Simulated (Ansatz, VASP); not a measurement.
**Two plane-wave programs on GaAs**

Contents of INCAR:

```
SYSTEM = GaAs
  ALGO = Normal
  EDIFF = 1E-7
  ENCUT = 520
  GGA = PE
  ISIF = 2
  ISMEAR = -1
  LASPH = .True.
  LCHARG = .False.
  LREAL = .False.
  LWAVE = .False.
  NBANDS = 16
  NELM = 60
  PREC = Accurate
  SIGMA = 0.05
```

The input KPOINTS:

```
k-points
0
Gamma
  9 9 9
  0 0 0
```

POSCAR

```
GaAs
1.0
    0.0000000000      2.6408563946      2.6408563946
    2.6408563946      0.0000000000      2.6408563946
    2.6408563946      2.6408563946      0.0000000000
Ga As
1 1
Direct
    0.0000000000      0.0000000000      0.0000000000
    0.5000000000      0.5000000000      0.5000000000
```

input.yaml

```yaml
crystal:
  lattice:
    - [0.0, 2.6408563946, 2.6408563946]
    - [2.6408563946, 0.0, 2.6408563946]
    - [2.6408563946, 2.6408563946, 0.0]
  atoms:
    - { symbol: Ga, position: [0.0, 0.0, 0.0] }
    - { symbol: As, position: [0.5, 0.5, 0.5] }
hamiltonian:
  xc: pbe
  pseudopotentials: { kind: paw }
kpoints:
  mp_grid: { grid: [9, 9, 9] }
scf:
  occupations: { method: fermi_dirac, width: 0.05 }
output:
  forces: true
  stress: true
  eigenvalues: true
```

The cell was built by a generator and needn't be a form met in nature.

Alike in both runs: task single point; functional PBE; k mesh 9 × 9 × 9; occupations fermi-dirac, width 0.05 eV; no spin polarisation.

```csv
,VASP,Ansatz
version,VASP 6.6.1,Ansatz 0.2.0
potentials or method,"VASP PAW PBE potentials, release 64 (Ga_d, As)",Ansatz PAW
plane-wave cutoff (eV),520,420
valence electrons in the cell,18,28
```

VASP gave:

| Property | Result |
| --- | --- |
| gap on the k mesh at the Fermi level (eV) | none |
| pressure (GPa) | 5.3 |

Problem. What did Ansatz give for the same quantities?

Solution. gap on the k mesh at the Fermi level (eV): none; pressure (GPa): 5.0.

A gap of «none» marks a metal or a gap that the smearing closes. The two sets of potentials don't hold the same shells in valence.
